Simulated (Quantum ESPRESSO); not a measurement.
# Ge: equation of state with PBE

Crystal: Ge.

```
Ge
1.0
     4.09041    0.00000    0.00000
    -2.04520    3.54240    0.00000
     0.00000    0.00000    3.32658
Ge
2
Cartesian
  2.0452 1.1808 0.4686
  0.0000 2.3616 2.8580
```

The cell was built by a generator and needn't be a form met in nature.

| Property | Result |
| --- | --- |
| Program | Quantum ESPRESSO 7.5 |
| Task | equation of state |
| Functional | PBE |
| Potentials or basis | SSSP 1.3 efficiency PBE |
| Cutoff | 748 eV |
| Density cutoff | 5987 eV |
| k mesh | 8 × 8 × 8 |
| Occupations | fermi-dirac, width 0.05 eV |
| Spin | no spin polarisation |

```yaml
Equilibrium_volume: 23.32 Å³/atom
Bulk_modulus_at_fixed_shape_and_positions: 54 GPa
Pressure_derivative_of_the_bulk_modulus: 4.7
```

Energy against volume, from the lowest point:
```tsv
volume (Å³/atom)	energy (meV/atom)
22.655	3.12
23.137	0.00
23.619	0.36
24.101	3.82
24.583	10.06
25.065	18.75
25.547	29.61
```

All runs of the series together: 19 min on 1 thread of Arm Neoverse V1 (shared host).

Caveat: the cell was scaled at fixed shape and fractional positions, which overstates the stiffness of a crystal with free parameters, most of all of layers and chains.
